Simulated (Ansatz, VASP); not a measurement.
# Cr: VASP beside Ansatz

The input INCAR:

```
  PREC = Accurate
  ENCUT = 520
  EDIFF = 1E-6
  ISMEAR = -1
  SIGMA = 0.1
  LREAL = False
  LASPH = True
  NELM = 100
  ALGO = Normal
  ISIF = 2
  LWAVE = False
  LCHARG = True
  GGA = RP
  LELF = True
  LVHAR = True
  NBANDS = 12
```

KPOINTS

```
regular mesh
0
Gamma
  25 25 25
```

Contents of POSCAR:

```
Cr
1.0
   -1.4893663933      1.4893663933      1.4893663933
    1.4893663933     -1.4893663933      1.4893663933
    1.4893663933      1.4893663933     -1.4893663933
Cr
1
Direct
    0.0000000000      0.0000000000      0.0000000000
```

Input for Ansatz:

```yaml
crystal:
  lattice:
    - [-1.4893663933, 1.4893663933, 1.4893663933]
    - [1.4893663933, -1.4893663933, 1.4893663933]
    - [1.4893663933, 1.4893663933, -1.4893663933]
  atoms:
    - { symbol: Cr, position: [0.0, 0.0, 0.0] }
hamiltonian:
  xc: rpbe
  pseudopotentials:
    kind: paw
    azcp:
      Cr: "pseudopotentials/Cr.paw.azcp"
basis:
  ecutwfc: 420
  fft_grid_basis: typed
kpoints:
  mp_grid: { grid: [25, 25, 25], shift: [0, 0, 0] }
magnetization:
  spin_polarized: false
scf:
  occupations: { method: fermi_dirac, width: 0.1 }
output:
  stress: true
```

Alike in both runs: task single point; functional RPBE; k mesh 25 × 25 × 25; occupations fermi-dirac, width 0.1 eV; no spin polarisation.

```csv
,VASP,Ansatz
version,VASP 6.6.1,Ansatz 0.2.0
potentials or method,"VASP PAW PBE potentials, release 64 (Cr_pv)","plane waves (420 eV) with PAW, scalar-relativistic"
plane-wave cutoff (eV),520,420
valence electrons in the cell,12,14
```

|  | VASP | Ansatz | Ansatz less VASP |
| --- | --- | --- | --- |
| pressure (GPa) | -21.8 | -21.5 | +0.24 |

The two sets of potentials don't hold the same shells in valence.

Caveats: so large a pressure means that the cell lies far from this level's equilibrium, or that cutoff or potentials fall short (VASP); the potentials were made for another functional, which shifts forces and pressure (VASP); the run has no spin polarisation, though such a crystal can be magnetic. Spin polarisation is off, so any magnetic state and its effect on volume and gap are missing.
